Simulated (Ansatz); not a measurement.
## Te_C in SiC (F-43m): charge-transition levels and formation energies

Charge states of Te_C in SiC (F-43m), set against the band edges. Model: a cell of 54 host atoms with 1 C taken out and 1 Te put in.

Method: place-levels on r2SCAN runs: charge-transition levels and formation energies with image-charge correction and potential alignment at the atomic sites; PAW set soft_1, in Ansatz 0.2.0.

**What experiment says.**

For SiC, cubic 3C zincblende (literature value), “Insight into the structural, elastic and electronic properties of a new orthorhombic 6O-SiC polytype” (2020, pmc:7200658) quotes earlier work: band gap (indirect gap) 2.4 eV [literature value; measurement temperature and method not stated].

**1. The structure**

The cell holds 54 atoms: 27 Si, 26 C and 1 Te. Its edges and angles: a = 9.242 Å, b = 9.242 Å, c = 9.242 Å, α = 60.0°, β = 60.0°, γ = 60.0°. It derives from SiC (space group F-43m). Nearest the centre at fractional (0.417, 0.417, 0.417): Te28 at 0.00 Å, Si29 at 1.89 Å, Si33 at 1.89 Å, Si45 at 1.89 Å, Si27 at 1.89 Å, C46 at 3.08 Å, C34 at 3.08 Å, C16 at 3.08 Å.

Structure file:

```xyz
54
Lattice="0.0000 6.5349 6.5349 6.5349 0.0000 6.5349 6.5349 6.5349 0.0000" Properties=species:S:1:pos:R:3 pbc="T T T"
Si    0.0000    0.0000    0.0000
C     1.0891    1.0891    1.0891
Si    2.1783    2.1783    0.0000
C     3.2674    3.2674    1.0891
Si    4.3566    4.3566    0.0000
C     5.4457    5.4457    1.0891
Si    2.1783    0.0000    2.1783
C     3.2674    1.0891    3.2674
Si    4.3566    2.1783    2.1783
C     5.4457    3.2674    3.2674
Si    6.5349    4.3566    2.1783
C     7.6240    5.4457    3.2674
Si    4.3566    0.0000    4.3566
C     5.4457    1.0891    5.4457
Si    6.5349    2.1783    4.3566
C     7.6240    3.2674    5.4457
Si    8.7132    4.3566    4.3566
C     9.8023    5.4457    5.4457
Si    0.0000    2.1783    2.1783
C     1.0891    3.2674    3.2674
Si    2.1783    4.3566    2.1783
C     3.2674    5.4457    3.2674
Si    4.3566    6.5349    2.1783
C     5.4457    7.6240    3.2674
Si    2.1783    2.1783    4.3566
C     3.2674    3.2674    5.4457
Si    4.3566    4.3566    4.3566
Te    5.4457    5.4457    5.4457
Si    6.5349    6.5349    4.3566
C     7.6240    7.6240    5.4457
Si    4.3566    2.1783    6.5349
C     5.4457    3.2674    7.6240
Si    6.5349    4.3566    6.5349
C     7.6240    5.4457    7.6240
Si    8.7132    6.5349    6.5349
C     9.8023    7.6240    7.6240
Si    0.0000    4.3566    4.3566
C     1.0891    5.4457    5.4457
Si    2.1783    6.5349    4.3566
C     3.2674    7.6240    5.4457
Si    4.3566    8.7132    4.3566
C     5.4457    9.8023    5.4457
Si    2.1783    4.3566    6.5349
C     3.2674    5.4457    7.6240
Si    4.3566    6.5349    6.5349
C     5.4457    7.6240    7.6240
Si    6.5349    8.7132    6.5349
C     7.6240    9.8023    7.6240
Si    4.3566    4.3566    8.7132
C     5.4457    5.4457    9.8023
Si    6.5349    6.5349    8.7132
C     7.6240    7.6240    9.8023
Si    8.7132    8.7132    8.7132
C     9.8023    9.8023    9.8023
```

The host's dielectric constants go in as inputs: 7.06 for the electrons alone, 10.43 with the ions, computed on the host (DFPT, PBEsol, on the r2SCAN cell), and a cell off the functional's own equilibrium shifts the ionic part.

The cell's shortest repeat is 9.2 Å.

**2. What was run first**

Levels follow from differences of total energies between charge states, each relaxed by itself.

Random displacements of about 0.05 Å break the site symmetry at the start, so that the relaxation can reach a distorted minimum if there is one. Forces are taken on a 2×2×2 shifted mesh. The cell holds 1 electron more than the neutral one, with a uniform background that keeps it neutral on the whole. The electron count is odd, so at least one spin is unpaired; this run locks the moment at 1 μB.

The sampling was tested on the host first: at the k-points planned (1x1x1 shifted 0.25 0.25 0.25) its energy lies 0.119 eV an atom from the dense-mesh value, so the final energies take a denser sampling.

One state's input; the others differ in charge, spin, start and seed, and in occupations where the table says so.

Input file qm1_M1.relax/input.yaml:

```yaml
crystal:
  lattice:
    - [0.0, 2.17829624, 2.17829624]
    - [2.17829624, 0.0, 2.17829624]
    - [2.17829624, 2.17829624, 0.0]
  atoms:
    - { symbol: Si, position: [0.0, 0.0, 0.0] }
    - { symbol: C, position: [0.25, 0.25, 0.25] }
  supercell: [3, 3, 3]
  defects: [{ substitution: { at: 27, symbol: Te } }]
total_charge: -1
basis:
  ecutwfc: 500
  xc_grid: 2
hamiltonian:
  xc: r2scan
  pseudopotentials: { kind: paw, azcp: { folder: soft_1 } }
kpoints:
  mp_grid: { grid: [2, 2, 2], shift: [0.5, 0.5, 0.5] }
magnetization:
  spin_polarized: true
  initial_magnetization: 1
  spin_locking: { lock_magnetization: hard }
scf:
  occupations: { method: fixed }
  max_iter: 100
output:
  forces: true
  charged_corrections: { epsilon: 7.06, static_epsilon: 10.43 }
relax:
  f_tol: 0.02
  max_steps: 80
  random_displacement: { amplitude: 0.05, seed: 2009 }
checkpoint:
  write: "../qm1_M1.relax.run"
  compress: false
  write_wavefunctions: true
  write_every: 100000
```

On the command line:

```console
$ ansatz run input.yaml --threads 4 --pin off --max-ram 7536MiB --backend cpu --events-out ev --progress --plain --runs-dir out
```

The run of this state that the levels use, under r2SCAN:

Input file qm1_M1.point/input.yaml:

```yaml
crystal:
  checkpoint: "../qm1_M1.relax.run"
  host: checkpoint
total_charge: -1
basis:
  ecutwfc: 500
  xc_grid: 2
hamiltonian:
  xc: r2scan
  pseudopotentials: { kind: paw, azcp: { folder: soft_1 } }
kpoints:
  mp_grid: { grid: [2, 2, 2], shift: [0.5, 0.5, 0.5] }
magnetization:
  spin_polarized: true
  initial_magnetization: 1
  spin_locking: { lock_magnetization: hard }
scf:
  occupations: { method: fixed }
  max_iter: 100
output:
  forces: true
  eigenvalues: true
  charged_corrections:
    epsilon: 7.06
    static_epsilon: 10.43
    defect_position: [0.416667, 0.416667, 0.416667]
  eigenstates: { localisation: true }
  populations: true
  efg: {}
checkpoint:
  read: "../qm1_M1.relax.run"
  write: "../qm1_M1.point.run"
  compress: false
  write_wavefunctions: false
  write_every: 100000
```

Relaxations under r2SCAN at a 2×2×2 shifted mesh; times on 4 threads of Arm Neoverse V2, shared host:

| charge | moment (μB) | occupations | outcome | steps | largest displacement against the far atoms (Å) | time |
| --- | --- | --- | --- | --- | --- | --- |
| −1 | 1 | fixed | converged | 10 | 0.59 | 8.6 min |
| 0 | 0 | fixed | converged | 7 | 0.50 | 2.4 min |
| +1 | 1 | fixed | converged | 8 | 0.46 | 7.1 min |
| +2 | 0 | fixed | converged | 6 | 0.42 | 2.1 min |
| 0 | 2 | fixed | converged | 11 | 0.56 | 9.7 min |

Single points under r2SCAN at a 2×2×2 shifted mesh; times on 4 threads of Arm Neoverse V2, shared host:

| charge | moment (μB) | occupations | outcome | time |
| --- | --- | --- | --- | --- |
| −1 | 1 | fixed | converged | 44 s |
| 0 | 0 | fixed | converged | 20 s |
| +1 | 1 | fixed | converged | 50 s |
| +2 | 0 | fixed | converged | 18 s |
| 0 | 2 | fixed | converged | 49 s |

Distances (Å) from Te28 to the nearest atoms after relaxation with r2SCAN:

| charge | moment (μB) | 1. | 2. | 3. | 4. | 5. | 6. |
| --- | --- | --- | --- | --- | --- | --- | --- |
| −1 | 1 | Si 2.33 | Si 2.33 | Si 2.38 | Si 2.40 | C 3.07 | C 3.07 |
| 0 | 0 | Si 2.33 | Si 2.33 | Si 2.33 | Si 2.35 | C 3.11 | C 3.11 |
| 0 | 2 | Si 2.32 | Si 2.32 | Si 2.37 | Si 2.38 | C 3.07 | C 3.07 |
| +1 | 1 | Si 2.32 | Si 2.32 | Si 2.32 | Si 2.33 | C 3.12 | C 3.12 |
| +2 | 0 | Si 2.30 | Si 2.30 | Si 2.30 | Si 2.30 | C 3.13 | C 3.13 |

**3. Levels against the band edges, r2SCAN**

A charged cell interacts with its images and the background, and its potential has another zero than the host's. place-levels removes the first by a point-charge model, screened by the static dielectric constant since the ions have relaxed around the charge, and the second by comparing potentials at atoms far from the defect.

The host is a run of the defect-free crystal in the same cutoffs, grids and k-points, so that basis and sampling errors cancel in part in the differences. The host is run in a cell of 2 atoms on a matching mesh. Its band edges are searched through the zone by a band path, so the gap is smaller than, or equal to, that on the mesh. Chemical potentials are energies per atom of C (diamond) and Te (trigonal tellurium), run with the same functional and cutoff. Carbon is taken as diamond, which semilocal functionals can put about 0.1 eV an atom over graphite.

Input file levels.point.yaml:

```yaml
host:
  run: host.point.run
states: [qm1_M1.point.run, q0.point.run, qp1_M1.point.run, qp2.point.run, q0_M2.point.run]
geometry_from:
  qm1_M1.point.run: qm1_M1.relax.run
  q0.point.run: q0.relax.run
  qp1_M1.point.run: qp1_M1.relax.run
  qp2.point.run: qp2.relax.run
  q0_M2.point.run: q0_M2.relax.run
  host.point.run: host.relax.run
chemical_potentials:
  C:
    energy: -251.553391
    dataset: "<sha256 of the dataset>"
  Te:
    energy: -6994.903559
    dataset: <sha256 of the dataset>
epsilon: 7.06
static_epsilon: 10.43
vertical:
  - { from: qm1_M1.point.run, to: qm1_M1.point_neutral.run }
  - { from: qp1_M1.point.run, to: qp1_M1.point_neutral.run }
  - { from: qp2.point.run, to: qp2.point_neutral.run }
```

On the command line:

```console
$ ansatz place-levels levels.point.yaml -- --threads 4 --pin off --max-ram 7536MiB
```

Numbers of over 12 decimals in the logs are rounded to 6 here.

What it wrote:

```text
[... repeated set-up lines and file paths are left out, and long positions are rounded to six places ...]
(+2/+1) 1.309 eV above the valence edge, 0.401 eV under the conduction edge
(+1/0) 1.720 eV above the valence edge, in the conduction band
(0/-1) 1.917 eV above the valence edge (+2.711 eV without the band-filling correction), in the conduction band
formation energy of charge +2: +5.548 eV with the Fermi level at the valence edge
formation energy of charge +1: +6.857 eV with the Fermi level at the valence edge
formation energy of charge 0: +8.577 eV with the Fermi level at the valence edge
formation energy of charge -1: +10.494 eV with the Fermi level at the valence edge
vertical -1 to 0: no energy, since no alignment is typed
  the change from vertical[0].from (qm1_M1.point.run) to vertical[0].to (qm1_M1.point_neutral.run): by its potential at epsilon 7.06 it stands at 0.273 0.272 0.159, with an rms radius of about 3.3 Å (1.7 1.7 2.3 Å across the planes of the cell's vectors); [...]
vertical +1 to 0: no energy, since no alignment is typed
  the change from vertical[1].from (qp1_M1.point.run) to vertical[1].to (qp1_M1.point_neutral.run): by its potential at epsilon 7.06 it stands at 0.259 0.259 0.259, with an rms radius of about 4.3 Å (2.5 2.5 2.5 Å across the planes of the cell's vectors); [...]
vertical +2 to 0: no energy, since no alignment is typed
  the change from vertical[2].from (qp2.point.run) to vertical[2].to (qp2.point_neutral.run): by its potential at epsilon 7.06 it stands at 0.265 0.265 0.265, with an rms radius of about 4.2 Å (2.4 2.4 2.4 Å across the planes of the cell's vectors); [...]
  edges by r2scan, gap 1.710 eV; the host is sampled to repeats of 18.48 Å
  the defect's cells are sampled to repeats of 18.48 Å, like sampling
  charge +2: -30822.4744 eV with its correction of +2.003 eV, at epsilon 10.43, aligned at sites: +0.5174 eV, mean over 19 atomic sites at or beyond 4.62 Å from the defect at [0.4167, 0.4167, 0.4167], with +0.000000 for the charge's moments and without [...]
  charge +1: -30811.7880 eV with its correction of +0.815 eV, at epsilon 10.43, aligned at sites: +0.5725 eV, mean over 19 atomic sites at or beyond 4.62 Å from the defect at [0.4167, 0.4167, 0.4167], with +0.000000 for the charge's moments and without [...]
  charge 0: +0.000 eV for its dipole among its images, +0.000 omitted
  charge -1: -30788.6021 eV with its correction of -0.453 eV, at epsilon 10.43, aligned at sites: +0.6948 eV, mean over 19 atomic sites at or beyond 4.62 Å from the defect at [0.4167, 0.4167, 0.4167], with +0.000000 for the charge's moments and without [...]
  charge 0: states[4] (q0_M2.point.run) stands 0.582 eV higher, with a moment of 2.00 μB against 0.00
  of states[3] (qp2.point.run): it parts from the run at its places by a charge that spreads by about 2.4 Å along one vector (1.3 Å or more is wide), by its potential at epsilon 7.06, taken for that of held ions (one typed too small widens it), where the cell [...]
  of states[2] (qp1_M1.point.run): it parts from the run at its places by a charge that spreads by about 2.5 Å along one vector (1.3 Å or more is wide), by its potential at epsilon 7.06, taken for that of held ions (one typed too small widens it), where the [...]
  of states[0] (qm1_M1.point.run): it parts from the run at its places by a charge that spreads by about 2.3 Å along one vector (1.3 Å or more is wide), by its potential at epsilon 7.06, taken for that of held ions (one typed too small widens it), where the [...]
  of states[4] (q0_M2.point.run): its alignment with the host at atomic sites is doubtful: the mean over the far sites moves by +0.0747 eV from their farther parts to their nearer, more than 0.05 eV. [...]
  of vertical[0].from (qm1_M1.point.run): stability_check_not_made; [...]
  of vertical[1].from (qp1_M1.point.run): stability_check_not_made; [...]
  of vertical[2].from (qp2.point.run): it parts from the run at its places by a charge that spreads by about 2.4 Å along one vector (1.3 Å or more is wide), by its potential at epsilon 7.06, taken for that of held ions (one typed too small widens it), where [...]
```

It took 0.36 s on 4 threads of Arm Neoverse V2, shared host.

Levels between the charges placed, in eV above the valence top:

|  | gap (eV) | (+2/+1) | (+1/0) | (0/−1) |
| --- | --- | --- | --- | --- |
| r2SCAN | 1.71 | 1.31 | 1.72 | 1.92 |

Corrections by state:

| charge | moment (μB) | image terms and alignment (eV) | band filling (eV) | ε used | over the lowest of its charge, as the program ranks them, band filling apart (eV) |
| --- | --- | --- | --- | --- | --- |
| +2 | 0.0 | 2.003 | - | 10.43 | 0.000 |
| +1 | 1.0 | 0.815 | - | 10.43 | 0.000 |
| 0 | 0.0 | 0.000 | - | - | 0.000 |
| −1 | 1.0 | -0.453 | -0.793 | 10.43 | 0.000 |
| 0 | 2.0 | 0.000 | - | - | 0.582 |

The charged structures listed were also run neutral, and place-levels reads from each pair, by the potential or the spins, how wide the charge is by which they differ; that can be the carrier of either run.

| charge | rms radius (Å) | spread where it is widest against the cell (Å) | wide from (Å) | reading |
| --- | --- | --- | --- | --- |
| +2 | 4.2 | 2.40 | 1.31 | wide |
| +1 | 4.3 | 2.46 | 1.31 | wide |
| −1 | 3.3 | 2.27 | 1.31 | wide |

The neutral runs of these pairs need not share the spin of the lowest neutral state, and very wide values only mean spread over the cell.

From the program's caveats on the states, each cut to its opening words:

- charge +2: it parts from the run at its places by a charge that spreads by about 2.4 Å along one vector (1.3 Å or more is wide), by its potential at epsilon 7.06, taken [...]
- charge +1 (1 μB): it parts from the run at its places by a charge that spreads by about 2.5 Å along one vector (1.3 Å or more is wide), by its potential at epsilon 7.06, taken [...]
- charge +1 (1 μB), −1 (1 μB), 0 (2 μB): flagged: stability check not made
- charge −1 (1 μB): it parts from the run at its places by a charge that spreads by about 2.3 Å along one vector (1.3 Å or more is wide), by its potential at epsilon 7.06, taken [...]
- charge −1 (1 μB): a band-filling correction moves a carrier to the host's band edge, which changes its energy by -0.793 eV
- charge −1 (1 μB): its alignment with the host at atomic sites is doubtful: the mean over the far sites moves by +0.0779 eV from their farther parts to their nearer, more than [...]
- charge 0 (2 μB): its alignment with the host at atomic sites is doubtful: the mean over the far sites moves by +0.0747 eV from their farther parts to their nearer, more than [...]
- charge 0 (2 μB): its moments are held at its close (magnetization.spin_locking), by a field of 0.243 eV a Bohr magneton, and its energy and levels are of the state that this [...]

Chemical potentials of the elements' reference phases, run alike. Formation energy by charge state (elemental references; gap 1.71 eV):

| charge | at valence top (eV) | at conduction bottom (eV) | correction included (eV) |
| --- | --- | --- | --- |
| +2 | 5.55 | 8.97 | 2.00 |
| +1 | 6.86 | 8.57 | 0.81 |
| 0 | 8.58 | 8.58 | 0.00 |
| −1 | 10.49 | 8.78 | -1.25 |

```
Fermi level (eV)  lowest formation energy (eV)
            0.00                          5.55
            0.16                          5.86
            0.31                          6.17
            0.47                          6.48
            0.62                          6.79
            0.78                          7.10
            0.93                          7.42
            1.09                          7.73
            1.24                          8.04
            1.40                          8.26
            1.55                          8.41
            1.71                          8.57
```

**4. Results**

```yaml
gap_of_the_host: 1.71 eV (r2SCAN)
level_plus_2_plus_1: 1.31 eV above the valence top
level_plus_1_over_0: 1.72 eV above the valence top, past the conduction bottom
level_0_minus_1: 1.92 eV above the valence top, past the conduction bottom (2.71 eV above the valence top without the band-filling term)
lowest_of_the_charges_placed_just_above_the_valence_top_0p02_ev: +2
lowest_of_the_charges_placed_just_below_the_conduction_bottom_0p02_ev: +1
lowest_formation_energy_at_mid_gap_of_the_charges_run_elemental_references: 7.26 eV
```

What this shows: Of the charges placed (−1, 0, +1 and +2), the lowest changes at 1.31 eV (+2/+1) above the valence top, in a gap of 1.71 eV. (+2/+1) lies nearer to a band edge than the share of the finite-size correction in it (1.19 eV), and that correction holds for a localised charge alone. (+1/0) lies 0.01 eV from a band edge, less than the doubt on such levels. Charges above +2 were not placed, so these runs say nothing of levels that involve them. States placed: +2 at 0 μB; +1 at 1 μB; 0 at 0 μB and 2 μB; −1 at 1 μB. Other spin states or structures, where not listed, weren't placed. The program finds carriers beyond a band edge of the host and adds a band-filling term at charge −1 (-0.79 eV); steps to such a charge show no bound level, and a defect level inside a band would be read the same way. Corrections reach 2.0 eV, so the cell is small for these charges and their levels are rough. Te is taken at its element; compounds, which aren't counted here, bound the chemical potentials and would shift these formation energies. The program doubts the alignment of potentials for at least one state, a sign that the cell is small. Limits: r2SCAN makes the gap too small and tends to spread out bound carriers; spin–orbit coupling, which can matter with heavy atoms, is left out.

Computed beside measured:

```
                             quantity  measured           r2SCAN
band gap (least gap of the host) (eV)       2.4  1.71 (-0.69 eV)
```

Measured values from pmc:7200658 (2020).

Verdict: The band gap is off by -0.69 eV: a clear miss. Local and semilocal functionals usually give gaps below the measured ones. Zero-point and thermal motion shift the measured gap.

[Logs are printed without paths, hosts, clocks, repeated set-up lines and the standing remarks that a program may print on its own settings, such as how far it seeks lower states.]

[Hosts, paths, dates, database ids (printed as entryN), source tags and the programs' standing remarks are cut or masked in the printed files.]

[Where a table of states has a column of steps, it counts the stored structures, which are thinned; the runs took as many ionic steps or more.]

[A defect's name tells the site on which it was built; relaxed atoms can leave that site.]

[For some hosts the program warned that the k-mesh of the response run may be too coarse for force constants and the static dielectric constant; such warnings are not shown here.]
